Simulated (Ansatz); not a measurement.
# LiH: from a guess to a relaxed structure

All numbers below come from DFT PBE, scalar-relativistic, plane waves, PAW (Ansatz). Cutoff 420 eV, Gaussian smearing, Γ-centred meshes. In-plane cell and atoms relax first on a coarse mesh and then on a converged one. The steps can't lower the symmetry of their start. No spin polarisation.

Recipe of this trial structure of LiH: random sheet by layer group and Wyckoff sites. The dimensions are guesses.

This is a two-dimensional sheet: the third axis spans vacuum and isn't periodic.

```cif
data_structure
_symmetry_space_group_name_H-M 'P 1'
_symmetry_Int_Tables_number 1
_cell_length_a 2.8202
_cell_length_b 2.8202
_cell_length_c 17.0000
_cell_angle_alpha 90.000
_cell_angle_beta 90.000
_cell_angle_gamma 90.000
_cell_volume 135.21
loop_
_atom_site_label
_atom_site_type_symbol
_atom_site_fract_x
_atom_site_fract_y
_atom_site_fract_z
_atom_site_occupancy
Li1 Li 0.50000 0.00000 0.47255 1
Li2 Li 0.00000 0.50000 0.52745 1
H1 H 0.50000 0.00000 0.57849 1
H2 H 0.00000 0.50000 0.42151 1
```

The zero of energy is the elements' standard structures at the same level (H₂ as a molecule); no fitted shifts are applied.

**Question.** Where does the relaxation end?

**Answer.** The symmetry stays p4/nmm (No. 64). The area per atom shrinks by 4.1 %, from 2.0 to 1.9 Å². The shortest distance goes from 1.80 Å (Li–H) to 1.95 Å (Li–H). The energy falls by about 0.42 eV/atom (the start's value is from the coarse mesh). The program sets the height of the box itself, so the height of the cell differs between start and end. In-plane cell: a = 2.762 Å, b = 2.762 Å, γ = 90.0°, thickness 2.02 Å between the outermost nuclei. Li at height 0.06 Å has 5 H at 1.95–1.96 Å; H at height 2.02 Å has 5 Li at 1.95–1.96 Å.

```
Li H
1.0
     2.76171    0.00000    0.00000
     0.00000    2.76171    0.00000
     0.00000    0.00000   29.13704
Li H
2 2
Direct
  0.50000 0.00000 0.25901
  0.00000 0.50000 0.32444
  0.50000 0.00000 0.32644
  0.00000 0.50000 0.25701
```

**Question.** Give its energy and gap.

**Answer.**

- Energy over the elements: −0.339 eV/atom
- Gap on the 10×10×1 mesh of the 4-atom cell: 2.05 eV

Whether it is stable depends on the other phases of the system, which aren't compared here.

The last run used Gaussian smearing of 0.02 eV. Kohn–Sham gaps at this level usually fall short of measured ones. With hydrogen, zero-point motion can shift formation energies by some tens of meV/atom. A later test with randomly moved atoms came back to the same energy, though modes that don't fit the test's cell weren't probed.
